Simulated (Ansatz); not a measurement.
Runs of Ansatz 0.2.0 on Mo. It takes space group Im-3m (No. 229, cubic). The conventional cell has a = 3.168 Å, b = 3.168 Å, c = 3.168 Å, α = 90.00°, β = 90.00°, γ = 90.00°. Mo (site symmetry m-3m) has 8 Mo at 2.74 Å as nearest neighbours. 

```tsv
level	cell	cutoff (eV)	target pressure (GPa)	gap on the mesh (eV)	pressure (GPa)	relaxed volume (Å³/atom)
LDA	relaxed	420	-	none	0.0	15.06
PBE	relaxed to 10 GPa	420	10	none	10.0	-
PBE	relaxed to 30 GPa	420	30	none	30.0	-
PBE	relaxed to 20 GPa	420	20	none	20.0	-
r2SCAN	relaxed	500	-	none	0.0	(b)
PBEsol	relaxed	420	-	none	0.0	15.32
revPBE	relaxed	420	-	none	0.0	15.93
PBE	relaxed to 2 GPa	420	2	none	2.0	-
PBE	relaxed to 5 GPa	420	5	none	5.0	-
RPBE	relaxed	420	-	none	0.0	15.99
PBE	relaxed	420	-	none	0.0	(a)
```

Alike in all rows: task relaxation of cell and atoms; potentials or basis Ansatz PAW; no spin polarisation; k mesh 12 × 12 × 12; smearing fermi-dirac 0.05 eV.

Q: Estimate the missing entries.

A: (a) 15.78; (b) 15.62.

Caveats: the plane-wave basis is chosen anew once the cell has moved, so the energies of steps on either side of that aren't comparable; the PAW data sets come from PBE, with cores solved anew for the run's functional, which leaves a small shift of forces and pressure (some runs).

A k mesh can miss the band edges, and the runs leave out spin-orbit coupling on Mo.

A gap of «none» marks a metal or a gap under the smearing width.
